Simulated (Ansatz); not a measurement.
Write an ASE script for Ansatz 0.2.0 that does the following.

```yaml
Task: equation of state
Functional: RPBE
Potentials_or_basis: Ansatz NC
Cutoff: 1225 eV
Density_cutoff: 4898 eV
k_mesh: 13 × 13 × 13
Occupations: fermi-dirac, width 0.1 eV
Spin: collinear spin, ferromagnetic start
Starting_moments: "[3.0] μB"
Driver: calculator
Eos: sjeos
```

The structure of Fe lies in POSCAR:

```
Fe
1.0
   -1.4430000000      1.4430000000      1.4430000000
    1.4430000000     -1.4430000000      1.4430000000
    1.4430000000      1.4430000000     -1.4430000000
Fe
1
Direct
    0.0000000000      0.0000000000      0.0000000000
```

One way to write it, as run:

run.py

```python
import json

import ase.io
import numpy as np
from ase.calculators.calculator import CalculationFailed, Calculator
from ase.stress import full_3x3_to_voigt_6_stress
from ase.units import GPa
from ase.eos import EquationOfState

import ansatz as az

class AnsatzCalculator(Calculator):
    implemented_properties = ["energy", "free_energy", "forces", "stress", "magmom"]

    def calculate(self, atoms, properties, system_changes):
        super().calculate(atoms, properties, system_changes)
        structure = atoms.copy()
        structure.set_constraint()
        structure.set_momenta(None)
        structure.set_masses(None)
        outcome = (
            az.Crystal.from_ase(structure)
            .calculation()
            .basis(xc_grid=2)
            .kpoints(13, 13, 13)
            .functional("rpbe")
            .pseudopotentials(kind="nc")
            .spin("collinear")
            .scf(tolerance=2e-10)
            .occupations(method="fermi_dirac", width=0.1)
            .forces()
            .stress()
            .run(threads=2)
        )
        if not outcome.report["converged"]:
            raise CalculationFailed("SCF not converged")
        report = outcome.report
        self.results = {
            "free_energy": report["lagrangian_ev"],
            "energy": report["lagrangian_ev"],
            "forces": np.array(report["forces_ev_ang"]),
            "stress": -GPa * full_3x3_to_voigt_6_stress(report["stress_gpa"]),
            "magmom": report["magnetization_mub"],
        }

np.set_printoptions(precision=5, suppress=True, linewidth=110)
atoms = ase.io.read("POSCAR", format="vasp")
atoms.set_initial_magnetic_moments([3.0])
atoms.calc = AnsatzCalculator()
cell = atoms.cell.copy()
volumes, energies = [], []
for x in (0.94, 0.96, 0.98, 1.0, 1.02, 1.04, 1.06):
    atoms.set_cell(cell * x ** (1 / 3), scale_atoms=True)
    volumes.append(atoms.get_volume() / len(atoms))
    energies.append(atoms.get_potential_energy() / len(atoms))
    print(f"x {x:.2f}  V = {volumes[-1]:.4f} A^3/atom  E = {energies[-1]:.6f} eV/atom  P = {-atoms.get_stress()[:3].mean() / GPa:.3f} GPa")
v0, e0, b0 = EquationOfState(volumes, energies, eos="sjeos").fit()
print(f"V0 = {v0:.4f} A^3/atom, E0 = {e0:.6f} eV/atom, B0 = {b0 / GPa:.2f} GPa")
```

Potentials or basis: Ansatz NC.

Command:

```console
$ python run.py
```

It gave:

* Equilibrium volume: 11.74 Å³/atom (rough: see the caveat)
* Bulk modulus: 144 GPa (rough)

Caveat: the potentials were made for another functional, which shifts forces and pressure; the fit is doubtful: noisy points or a state that changes with volume; the thresholds are loose for stress.

Run time: 21 s on 2 threads of Arm Neoverse V2, on a shared host, peak memory 0.48 GiB.
